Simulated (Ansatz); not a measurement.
# Ga: the cost of one run

Method: DFT PBE, scalar-relativistic, plane waves, PAW, in Ansatz 0.2.0.

2 further runs of the same task are left out: 1 that didn't finish, 1 set aside as unsound or not needed.

### Step 1. The starting structure

Symmetry: P4/mmm, No. 123, tetragonal system. Conventional cell: a = 2.843 Å, b = 2.843 Å, c = 2.128 Å, α = 90.00°, β = 90.00°, γ = 90.00°. Ga (site symmetry 4/mmm) is surrounded by 2 Ga at 2.13 Å.

Coordinates:

```
Ga
1.0
     2.84302    0.00000    0.00000
     0.00000    2.84302    0.00000
     0.00000    0.00000    2.12823
Ga
1
Direct
  0.00000 0.00000 0.00000
```

A structure generator made this guess: random cell by space group and Wyckoff sites (P4/mmm, No. 123). Its size is a rough estimate.

### Step 2. The guess as it stands, on a coarse mesh

input.yaml

```yaml
crystal:
  lattice:
    - [2.84302026, 0.0, 0.0]
    - [0.0, 2.84302026, 0.0]
    - [0.0, 0.0, 2.12822754]
  atoms:
    - { symbol: Ga, position: [0.0, 0.0, 0.0] }
basis:
  ecutwfc: 420
kpoints:
  mp_grid: { grid: [6, 6, 8] }
hamiltonian:
  xc: pbe
scf:
  occupations: { method: gaussian, width: 0.1 }
  lower_state_search: "off"
output:
  forces: true
  stress: true
  eigenvalues: true
```

Launch:

```sh
$ ansatz run input.yaml --threads 1 --pin off --max-ram 2048MiB --backend cpu --events-out ev --progress --plain --runs-dir out
```

Q: Estimate wall time and peak memory on 1 thread of Arm Neoverse V1, shared host.

About 1 s, with a peak of 0.25 GiB.
